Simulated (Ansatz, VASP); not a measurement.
# InAs in two plane-wave programs, part 2 of 3

Aim: how closely do two programs agree when they are given the same cell, functional and k mesh? The cell is taken from a series of runs on this material, whose earlier steps may have relaxed, scaled, displaced or heated it; both programs get it as it stands.

VASP 6.6.1 and Ansatz 0.2.0.

So far: The structure; Ansatz: zone-centre phonons, PBEsol.

## 3. VASP: zone-centre phonons, PBEsol

Level of this step: PBEsol; plane waves and PAW (As, In_d) (VASP).

The same cell, functional, mesh and smearing now go to VASP, with its own data sets.

Lines of VASP's logs that name or quote its potential files are left out, and so is its time.

Contents of INCAR:

```
SYSTEM = InAs
PREC = Accurate
ENCUT = 500
EDIFF = 1E-08
NELM = 120
ISMEAR = 0
SIGMA = 0.015
LREAL = .FALSE.
ALGO = Normal
GGA = PS
NBANDS = 15
LORBIT = 11
LWAVE = .FALSE.
LCHARG = .FALSE.
ISIF = 2
ISYM = 2
IBRION = 8
LASPH = .TRUE.
GGA_COMPAT = .FALSE.
EFERMI = MIDGAP
KPAR = 2
```

Contents of POSCAR:

```
InAs
1.0
    0.0306375932      3.0739014602      3.0094004399
    3.0739014602      0.0306375932      3.0094004399
    3.1045390534      3.1045390534      0.0000000000
As In
1 1
Direct
    0.7516613622      0.7516613622      0.7483064996
    0.9983386378      0.9983386378      0.0016935004
```

Contents of KPOINTS:

```
Points of the shifted mesh
1728
Reciprocal
 0.0416666667  0.0416666667  0.0416666667 1
 0.0416666667  0.0416666667  0.1250000000 1
 0.0416666667  0.0416666667  0.2083333333 1
 0.0416666667  0.0416666667  0.2916666667 1
 0.0416666667  0.0416666667  0.3750000000 1
 0.0416666667  0.0416666667  0.4583333333 1
 0.0416666667  0.0416666667  0.5416666667 1
 0.0416666667  0.0416666667  0.6250000000 1
 0.0416666667  0.0416666667  0.7083333333 1
 0.0416666667  0.0416666667  0.7916666667 1
 0.0416666667  0.0416666667  0.8750000000 1
 0.0416666667  0.0416666667  0.9583333333 1
 0.0416666667  0.1250000000  0.0416666667 1
 0.0416666667  0.1250000000  0.1250000000 1
 0.0416666667  0.1250000000  0.2083333333 1
 0.0416666667  0.1250000000  0.2916666667 1
 0.0416666667  0.1250000000  0.3750000000 1
 0.0416666667  0.1250000000  0.4583333333 1
 0.0416666667  0.1250000000  0.5416666667 1
 0.0416666667  0.1250000000  0.6250000000 1
 0.0416666667  0.1250000000  0.7083333333 1
 0.0416666667  0.1250000000  0.7916666667 1
 0.0416666667  0.1250000000  0.8750000000 1
 0.0416666667  0.1250000000  0.9583333333 1
 0.0416666667  0.2083333333  0.0416666667 1
 0.0416666667  0.2083333333  0.1250000000 1
 0.0416666667  0.2083333333  0.2083333333 1
 0.0416666667  0.2083333333  0.2916666667 1
 0.0416666667  0.2083333333  0.3750000000 1
 0.0416666667  0.2083333333  0.4583333333 1
 0.0416666667  0.2083333333  0.5416666667 1
 0.0416666667  0.2083333333  0.6250000000 1
 0.0416666667  0.2083333333  0.7083333333 1
 0.0416666667  0.2083333333  0.7916666667 1
 0.0416666667  0.2083333333  0.8750000000 1
 0.0416666667  0.2083333333  0.9583333333 1
 0.0416666667  0.2916666667  0.0416666667 1
 0.0416666667  0.2916666667  0.1250000000 1
 0.0416666667  0.2916666667  0.2083333333 1
 0.0416666667  0.2916666667  0.2916666667 1
 0.0416666667  0.2916666667  0.3750000000 1
 0.0416666667  0.2916666667  0.4583333333 1
 0.0416666667  0.2916666667  0.5416666667 1
 0.0416666667  0.2916666667  0.6250000000 1
 0.0416666667  0.2916666667  0.7083333333 1
 0.0416666667  0.2916666667  0.7916666667 1
 0.0416666667  0.2916666667  0.8750000000 1
 0.0416666667  0.2916666667  0.9583333333 1
 0.0416666667  0.3750000000  0.0416666667 1
 0.0416666667  0.3750000000  0.1250000000 1
 0.0416666667  0.3750000000  0.2083333333 1
 0.0416666667  0.3750000000  0.2916666667 1
 0.0416666667  0.3750000000  0.3750000000 1
 0.0416666667  0.3750000000  0.4583333333 1
 0.0416666667  0.3750000000  0.5416666667 1
 0.0416666667  0.3750000000  0.6250000000 1
 0.0416666667  0.3750000000  0.7083333333 1
 0.0416666667  0.3750000000  0.7916666667 1
 0.0416666667  0.3750000000  0.8750000000 1
 0.0416666667  0.3750000000  0.9583333333 1
 0.0416666667  0.4583333333  0.0416666667 1
 0.0416666667  0.4583333333  0.1250000000 1
 0.0416666667  0.4583333333  0.2083333333 1
 0.0416666667  0.4583333333  0.2916666667 1
 0.0416666667  0.4583333333  0.3750000000 1
 0.0416666667  0.4583333333  0.4583333333 1
 0.0416666667  0.4583333333  0.5416666667 1
 0.0416666667  0.4583333333  0.6250000000 1
 0.0416666667  0.4583333333  0.7083333333 1
 0.0416666667  0.4583333333  0.7916666667 1
 0.0416666667  0.4583333333  0.8750000000 1
 0.0416666667  0.4583333333  0.9583333333 1
 0.0416666667  0.5416666667  0.0416666667 1
 0.0416666667  0.5416666667  0.1250000000 1
 0.0416666667  0.5416666667  0.2083333333 1
 0.0416666667  0.5416666667  0.2916666667 1
 0.0416666667  0.5416666667  0.3750000000 1
 0.0416666667  0.5416666667  0.4583333333 1
 0.0416666667  0.5416666667  0.5416666667 1
 0.0416666667  0.5416666667  0.6250000000 1
 0.0416666667  0.5416666667  0.7083333333 1
 0.0416666667  0.5416666667  0.7916666667 1
 0.0416666667  0.5416666667  0.8750000000 1
 0.0416666667  0.5416666667  0.9583333333 1
 0.0416666667  0.6250000000  0.0416666667 1
 0.0416666667  0.6250000000  0.1250000000 1
 0.0416666667  0.6250000000  0.2083333333 1
 0.0416666667  0.6250000000  0.2916666667 1
 0.0416666667  0.6250000000  0.3750000000 1
 0.0416666667  0.6250000000  0.4583333333 1
 0.0416666667  0.6250000000  0.5416666667 1
 0.0416666667  0.6250000000  0.6250000000 1
 0.0416666667  0.6250000000  0.7083333333 1
 0.0416666667  0.6250000000  0.7916666667 1
 0.0416666667  0.6250000000  0.8750000000 1
 0.0416666667  0.6250000000  0.9583333333 1
 0.0416666667  0.7083333333  0.0416666667 1
 0.0416666667  0.7083333333  0.1250000000 1
 0.0416666667  0.7083333333  0.2083333333 1
 0.0416666667  0.7083333333  0.2916666667 1
 0.0416666667  0.7083333333  0.3750000000 1
 0.0416666667  0.7083333333  0.4583333333 1
 0.0416666667  0.7083333333  0.5416666667 1
 0.0416666667  0.7083333333  0.6250000000 1
 0.0416666667  0.7083333333  0.7083333333 1
 0.0416666667  0.7083333333  0.7916666667 1
 0.0416666667  0.7083333333  0.8750000000 1
 0.0416666667  0.7083333333  0.9583333333 1
 0.0416666667  0.7916666667  0.0416666667 1
 0.0416666667  0.7916666667  0.1250000000 1
 0.0416666667  0.7916666667  0.2083333333 1
 0.0416666667  0.7916666667  0.2916666667 1
[... 1390 lines left out ...]
 0.8750000000  0.4583333333  0.1250000000 1
 0.8750000000  0.4583333333  0.2083333333 1
 0.8750000000  0.4583333333  0.2916666667 1
 0.8750000000  0.4583333333  0.3750000000 1
 0.8750000000  0.4583333333  0.4583333333 1
 0.8750000000  0.4583333333  0.5416666667 1
 0.8750000000  0.4583333333  0.6250000000 1
 0.8750000000  0.4583333333  0.7083333333 1
 0.8750000000  0.4583333333  0.7916666667 1
 0.8750000000  0.4583333333  0.8750000000 1
 0.8750000000  0.4583333333  0.9583333333 1
 0.8750000000  0.5416666667  0.0416666667 1
 0.8750000000  0.5416666667  0.1250000000 1
 0.8750000000  0.5416666667  0.2083333333 1
 0.8750000000  0.5416666667  0.2916666667 1
 0.8750000000  0.5416666667  0.3750000000 1
 0.8750000000  0.5416666667  0.4583333333 1
 0.8750000000  0.5416666667  0.5416666667 1
 0.8750000000  0.5416666667  0.6250000000 1
 0.8750000000  0.5416666667  0.7083333333 1
 0.8750000000  0.5416666667  0.7916666667 1
 0.8750000000  0.5416666667  0.8750000000 1
 0.8750000000  0.5416666667  0.9583333333 1
 0.8750000000  0.6250000000  0.0416666667 1
 0.8750000000  0.6250000000  0.1250000000 1
 0.8750000000  0.6250000000  0.2083333333 1
 0.8750000000  0.6250000000  0.2916666667 1
 0.8750000000  0.6250000000  0.3750000000 1
 0.8750000000  0.6250000000  0.4583333333 1
 0.8750000000  0.6250000000  0.5416666667 1
 0.8750000000  0.6250000000  0.6250000000 1
 0.8750000000  0.6250000000  0.7083333333 1
 0.8750000000  0.6250000000  0.7916666667 1
 0.8750000000  0.6250000000  0.8750000000 1
 0.8750000000  0.6250000000  0.9583333333 1
 0.8750000000  0.7083333333  0.0416666667 1
 0.8750000000  0.7083333333  0.1250000000 1
 0.8750000000  0.7083333333  0.2083333333 1
 0.8750000000  0.7083333333  0.2916666667 1
 0.8750000000  0.7083333333  0.3750000000 1
 0.8750000000  0.7083333333  0.4583333333 1
 0.8750000000  0.7083333333  0.5416666667 1
 0.8750000000  0.7083333333  0.6250000000 1
 0.8750000000  0.7083333333  0.7083333333 1
 0.8750000000  0.7083333333  0.7916666667 1
 0.8750000000  0.7083333333  0.8750000000 1
 0.8750000000  0.7083333333  0.9583333333 1
 0.8750000000  0.7916666667  0.0416666667 1
 0.8750000000  0.7916666667  0.1250000000 1
 0.8750000000  0.7916666667  0.2083333333 1
 0.8750000000  0.7916666667  0.2916666667 1
 0.8750000000  0.7916666667  0.3750000000 1
 0.8750000000  0.7916666667  0.4583333333 1
 0.8750000000  0.7916666667  0.5416666667 1
 0.8750000000  0.7916666667  0.6250000000 1
 0.8750000000  0.7916666667  0.7083333333 1
 0.8750000000  0.7916666667  0.7916666667 1
 0.8750000000  0.7916666667  0.8750000000 1
 0.8750000000  0.7916666667  0.9583333333 1
 0.8750000000  0.8750000000  0.0416666667 1
 0.8750000000  0.8750000000  0.1250000000 1
 0.8750000000  0.8750000000  0.2083333333 1
 0.8750000000  0.8750000000  0.2916666667 1
 0.8750000000  0.8750000000  0.3750000000 1
 0.8750000000  0.8750000000  0.4583333333 1
 0.8750000000  0.8750000000  0.5416666667 1
 0.8750000000  0.8750000000  0.6250000000 1
 0.8750000000  0.8750000000  0.7083333333 1
 0.8750000000  0.8750000000  0.7916666667 1
 0.8750000000  0.8750000000  0.8750000000 1
 0.8750000000  0.8750000000  0.9583333333 1
 0.8750000000  0.9583333333  0.0416666667 1
 0.8750000000  0.9583333333  0.1250000000 1
 0.8750000000  0.9583333333  0.2083333333 1
 0.8750000000  0.9583333333  0.2916666667 1
 0.8750000000  0.9583333333  0.3750000000 1
 0.8750000000  0.9583333333  0.4583333333 1
 0.8750000000  0.9583333333  0.5416666667 1
 0.8750000000  0.9583333333  0.6250000000 1
 0.8750000000  0.9583333333  0.7083333333 1
 0.8750000000  0.9583333333  0.7916666667 1
 0.8750000000  0.9583333333  0.8750000000 1
 0.8750000000  0.9583333333  0.9583333333 1
 0.9583333333  0.0416666667  0.0416666667 1
 0.9583333333  0.0416666667  0.1250000000 1
 0.9583333333  0.0416666667  0.2083333333 1
 0.9583333333  0.0416666667  0.2916666667 1
 0.9583333333  0.0416666667  0.3750000000 1
 0.9583333333  0.0416666667  0.4583333333 1
 0.9583333333  0.0416666667  0.5416666667 1
 0.9583333333  0.0416666667  0.6250000000 1
 0.9583333333  0.0416666667  0.7083333333 1
 0.9583333333  0.0416666667  0.7916666667 1
 0.9583333333  0.0416666667  0.8750000000 1
 0.9583333333  0.0416666667  0.9583333333 1
 0.9583333333  0.1250000000  0.0416666667 1
 0.9583333333  0.1250000000  0.1250000000 1
 0.9583333333  0.1250000000  0.2083333333 1
 0.9583333333  0.1250000000  0.2916666667 1
 0.9583333333  0.1250000000  0.3750000000 1
 0.9583333333  0.1250000000  0.4583333333 1
 0.9583333333  0.1250000000  0.5416666667 1
 0.9583333333  0.1250000000  0.6250000000 1
 0.9583333333  0.1250000000  0.7083333333 1
 0.9583333333  0.1250000000  0.7916666667 1
 0.9583333333  0.1250000000  0.8750000000 1
 0.9583333333  0.1250000000  0.9583333333 1
 0.9583333333  0.2083333333  0.0416666667 1
 0.9583333333  0.2083333333  0.1250000000 1
 0.9583333333  0.2083333333  0.2083333333 1
 0.9583333333  0.2083333333  0.2916666667 1
 0.9583333333  0.2083333333  0.3750000000 1
 0.9583333333  0.2083333333  0.4583333333 1
 0.9583333333  0.2083333333  0.5416666667 1
 0.9583333333  0.2083333333  0.6250000000 1
 0.9583333333  0.2083333333  0.7083333333 1
 0.9583333333  0.2083333333  0.7916666667 1
 0.9583333333  0.2083333333  0.8750000000 1
 0.9583333333  0.2083333333  0.9583333333 1
 0.9583333333  0.2916666667  0.0416666667 1
 0.9583333333  0.2916666667  0.1250000000 1
 0.9583333333  0.2916666667  0.2083333333 1
 0.9583333333  0.2916666667  0.2916666667 1
 0.9583333333  0.2916666667  0.3750000000 1
 0.9583333333  0.2916666667  0.4583333333 1
 0.9583333333  0.2916666667  0.5416666667 1
 0.9583333333  0.2916666667  0.6250000000 1
 0.9583333333  0.2916666667  0.7083333333 1
 0.9583333333  0.2916666667  0.7916666667 1
 0.9583333333  0.2916666667  0.8750000000 1
 0.9583333333  0.2916666667  0.9583333333 1
 0.9583333333  0.3750000000  0.0416666667 1
 0.9583333333  0.3750000000  0.1250000000 1
 0.9583333333  0.3750000000  0.2083333333 1
 0.9583333333  0.3750000000  0.2916666667 1
 0.9583333333  0.3750000000  0.3750000000 1
 0.9583333333  0.3750000000  0.4583333333 1
 0.9583333333  0.3750000000  0.5416666667 1
 0.9583333333  0.3750000000  0.6250000000 1
 0.9583333333  0.3750000000  0.7083333333 1
 0.9583333333  0.3750000000  0.7916666667 1
 0.9583333333  0.3750000000  0.8750000000 1
 0.9583333333  0.3750000000  0.9583333333 1
 0.9583333333  0.4583333333  0.0416666667 1
 0.9583333333  0.4583333333  0.1250000000 1
 0.9583333333  0.4583333333  0.2083333333 1
 0.9583333333  0.4583333333  0.2916666667 1
 0.9583333333  0.4583333333  0.3750000000 1
 0.9583333333  0.4583333333  0.4583333333 1
 0.9583333333  0.4583333333  0.5416666667 1
 0.9583333333  0.4583333333  0.6250000000 1
 0.9583333333  0.4583333333  0.7083333333 1
 0.9583333333  0.4583333333  0.7916666667 1
 0.9583333333  0.4583333333  0.8750000000 1
 0.9583333333  0.4583333333  0.9583333333 1
 0.9583333333  0.5416666667  0.0416666667 1
 0.9583333333  0.5416666667  0.1250000000 1
 0.9583333333  0.5416666667  0.2083333333 1
 0.9583333333  0.5416666667  0.2916666667 1
 0.9583333333  0.5416666667  0.3750000000 1
 0.9583333333  0.5416666667  0.4583333333 1
 0.9583333333  0.5416666667  0.5416666667 1
 0.9583333333  0.5416666667  0.6250000000 1
 0.9583333333  0.5416666667  0.7083333333 1
 0.9583333333  0.5416666667  0.7916666667 1
 0.9583333333  0.5416666667  0.8750000000 1
 0.9583333333  0.5416666667  0.9583333333 1
 0.9583333333  0.6250000000  0.0416666667 1
 0.9583333333  0.6250000000  0.1250000000 1
 0.9583333333  0.6250000000  0.2083333333 1
 0.9583333333  0.6250000000  0.2916666667 1
 0.9583333333  0.6250000000  0.3750000000 1
 0.9583333333  0.6250000000  0.4583333333 1
 0.9583333333  0.6250000000  0.5416666667 1
 0.9583333333  0.6250000000  0.6250000000 1
 0.9583333333  0.6250000000  0.7083333333 1
 0.9583333333  0.6250000000  0.7916666667 1
 0.9583333333  0.6250000000  0.8750000000 1
 0.9583333333  0.6250000000  0.9583333333 1
 0.9583333333  0.7083333333  0.0416666667 1
 0.9583333333  0.7083333333  0.1250000000 1
 0.9583333333  0.7083333333  0.2083333333 1
 0.9583333333  0.7083333333  0.2916666667 1
 0.9583333333  0.7083333333  0.3750000000 1
 0.9583333333  0.7083333333  0.4583333333 1
 0.9583333333  0.7083333333  0.5416666667 1
 0.9583333333  0.7083333333  0.6250000000 1
 0.9583333333  0.7083333333  0.7083333333 1
 0.9583333333  0.7083333333  0.7916666667 1
 0.9583333333  0.7083333333  0.8750000000 1
 0.9583333333  0.7083333333  0.9583333333 1
 0.9583333333  0.7916666667  0.0416666667 1
 0.9583333333  0.7916666667  0.1250000000 1
 0.9583333333  0.7916666667  0.2083333333 1
 0.9583333333  0.7916666667  0.2916666667 1
 0.9583333333  0.7916666667  0.3750000000 1
 0.9583333333  0.7916666667  0.4583333333 1
 0.9583333333  0.7916666667  0.5416666667 1
 0.9583333333  0.7916666667  0.6250000000 1
 0.9583333333  0.7916666667  0.7083333333 1
 0.9583333333  0.7916666667  0.7916666667 1
 0.9583333333  0.7916666667  0.8750000000 1
 0.9583333333  0.7916666667  0.9583333333 1
 0.9583333333  0.8750000000  0.0416666667 1
 0.9583333333  0.8750000000  0.1250000000 1
 0.9583333333  0.8750000000  0.2083333333 1
 0.9583333333  0.8750000000  0.2916666667 1
 0.9583333333  0.8750000000  0.3750000000 1
 0.9583333333  0.8750000000  0.4583333333 1
 0.9583333333  0.8750000000  0.5416666667 1
 0.9583333333  0.8750000000  0.6250000000 1
 0.9583333333  0.8750000000  0.7083333333 1
 0.9583333333  0.8750000000  0.7916666667 1
 0.9583333333  0.8750000000  0.8750000000 1
 0.9583333333  0.8750000000  0.9583333333 1
 0.9583333333  0.9583333333  0.0416666667 1
 0.9583333333  0.9583333333  0.1250000000 1
 0.9583333333  0.9583333333  0.2083333333 1
 0.9583333333  0.9583333333  0.2916666667 1
 0.9583333333  0.9583333333  0.3750000000 1
 0.9583333333  0.9583333333  0.4583333333 1
 0.9583333333  0.9583333333  0.5416666667 1
 0.9583333333  0.9583333333  0.6250000000 1
 0.9583333333  0.9583333333  0.7083333333 1
 0.9583333333  0.9583333333  0.7916666667 1
 0.9583333333  0.9583333333  0.8750000000 1
 0.9583333333  0.9583333333  0.9583333333 1
```

The projector-augmented-wave data sets are As and In_d (PBE family, release 64).

On the command line:

```sh
mpirun -np 2 vasp_std
```

The log of the run:

```text
[banner, memory and clock lines left out]
running    2 mpi-ranks, on    1 nodes
[...]
|                                                                             |
|               ----> ADVICE to this user running VASP <----                  |
|                                                                             |
|     You enforced a specific xc type in the INCAR file but a different       |
|     [... a line on the potential file left out ...]
|     I HOPE YOU KNOW WHAT YOU ARE DOING!                                     |
|                                                                             |

 LDA part: xc-table for (Slater+PW92), standard interpolation
 POSCAR, INCAR and KPOINTS ok, starting setup
[...]
entering main loop
       N       E                     dE             d eps       ncg     rms          rms(c)
DAV:   1     0.110910693812E+03    0.11091E+03   -0.81629E+03 52044   0.124E+03
DAV:   2    -0.109736031341E+01   -0.11201E+03   -0.10780E+03 56012   0.297E+02
DAV:   3    -0.857612347642E+01   -0.74788E+01   -0.74352E+01 66785   0.783E+01
DAV:   4    -0.876605634383E+01   -0.18993E+00   -0.18988E+00 63415   0.140E+01
[...]
DAV:  14    -0.848629755834E+01    0.44522E-07   -0.66679E-08 63818   0.251E-03    0.147E-03
DAV:  15    -0.848629760986E+01   -0.51521E-07   -0.28068E-09 49153   0.741E-04    0.476E-04
DAV:  16    -0.848629761887E+01   -0.90106E-08   -0.18379E-09 37988   0.394E-04
   1 F= -.84862976E+01 E0= -.84862976E+01  d E =-.490379E-47
 Linear response reoptimize wavefunctions to high precision
DAV:   1    -0.848629762015E+01   -0.12715E-08   -0.10014E-09 50791   0.252E-04
DAV:   2    -0.848629762015E+01   -0.18190E-11   -0.11558E-10 32059   0.104E-04
 Linear response DOF=           4
 Linear response progress:
  Degree of freedom:   1/  4
       N       E                     dE             d eps       ncg     rms          rms(c)
RMM:   1    -0.467917111385E-01   -0.46792E-01    0.64440E-02106770   0.151E+00
RMM:   2    -0.443646218907E-01    0.24271E-02    0.14268E-03 81028   0.557E-01    0.105E-01
RMM:   3    -0.450447747779E-01   -0.68015E-03   -0.18006E-03 95899   0.233E-01    0.460E-02
RMM:   4    -0.452465422063E-01   -0.20177E-03   -0.13983E-04 97109   0.778E-02    0.113E-02
[...]
RMM:   9    -0.452721646654E-01   -0.62358E-06   -0.75775E-09100260   0.388E-04    0.841E-05
RMM:  10    -0.452722202869E-01   -0.55622E-07    0.39314E-08109790   0.150E-04    0.633E-05
RMM:  11    -0.452722158837E-01    0.44032E-08   -0.30558E-08102239   0.555E-05    0.118E-05
 first order change of Fermi-energy  -0.37967E+00
 force on displaced ion       1 direction 1 :  -7.202   0.120   0.000
 Linear response progress:
  Degree of freedom:   2/  4
       N       E                     dE             d eps       ncg     rms          rms(c)
RMM:   1    -0.465165173177E-01   -0.46517E-01    0.65124E-02106680   0.150E+00
RMM:   2    -0.443423249454E-01    0.21742E-02    0.12002E-03 81362   0.546E-01    0.102E-01
RMM:   3    -0.449781622155E-01   -0.63584E-03   -0.17528E-03 95857   0.228E-01    0.451E-02
RMM:   4    -0.451703903027E-01   -0.19223E-03   -0.13335E-04 96823   0.762E-02    0.111E-02
[...]
RMM:   9    -0.451971566888E-01   -0.55711E-06    0.10822E-09102148   0.359E-04    0.105E-04
RMM:  10    -0.451972502785E-01   -0.93590E-07    0.35369E-08109238   0.137E-04    0.537E-05
RMM:  11    -0.451972477167E-01    0.25618E-08   -0.27223E-08102284   0.518E-05    0.111E-05
 first order change of Fermi-energy   0.73268E+00
 force on displaced ion       1 direction 3 :   0.000   0.000  -7.107
 Linear response progress:
  Degree of freedom:   3/  4
       N       E                     dE             d eps       ncg     rms          rms(c)
RMM:   1    -0.233560044342E+00   -0.23356E+00   -0.10139E-01 70018   0.483E+00
RMM:   2    -0.236011534986E+00   -0.24515E-02   -0.12793E-02 88227   0.102E+00    0.767E-02
RMM:   3    -0.235927876261E+00    0.83659E-04   -0.14959E-03 96056   0.315E-01    0.379E-02
RMM:   4    -0.235710463481E+00    0.21741E-03   -0.13865E-04 98421   0.105E-01    0.206E-02
[...]
RMM:  12    -0.235652605583E+00   -0.35185E-07    0.16573E-07104670   0.735E-05    0.795E-06
RMM:  13    -0.235652626232E+00   -0.20649E-07    0.42988E-08113560   0.399E-05    0.214E-06
RMM:  14    -0.235652628263E+00   -0.20303E-08    0.42756E-08 94451   0.225E-05    0.254E-06
 first order change of Fermi-energy   0.37968E+00
 force on displaced ion       2 direction 1 :  -7.208   0.105   0.000
 Linear response progress:
  Degree of freedom:   4/  4
       N       E                     dE             d eps       ncg     rms          rms(c)
RMM:   1    -0.233434443475E+00   -0.23343E+00   -0.98880E-02 70050   0.485E+00
RMM:   2    -0.235909612572E+00   -0.24752E-02   -0.12536E-02 88100   0.101E+00    0.753E-02
RMM:   3    -0.235815380578E+00    0.94232E-04   -0.14624E-03 96168   0.311E-01    0.369E-02
RMM:   4    -0.235590189443E+00    0.22519E-03   -0.13190E-04 98227   0.102E-01    0.199E-02
[...]
RMM:  12    -0.235525378809E+00   -0.36809E-07    0.72302E-08111355   0.642E-05    0.169E-05
RMM:  13    -0.235525391052E+00   -0.12243E-07    0.40136E-08101540   0.372E-05    0.192E-05
RMM:  14    -0.235525389929E+00    0.11226E-08    0.20433E-08108562   0.206E-05    0.257E-05
 first order change of Fermi-energy  -0.73270E+00
 force on displaced ion       2 direction 3 :   0.000   0.000  -7.105
 Linear response finished
```

[end of part 2 of 3]

[Lines on the potential files, build, host, timing and source positions are cut from VASP's logs without a mark.]

[Logs are printed without paths, hosts, clocks, repeated set-up lines and the standing remarks that a program may print on its own settings, such as how far it seeks lower states.]

[Hosts, paths, dates, database ids (printed as entryN), source tags and the programs' standing remarks are cut or masked in the printed files.]
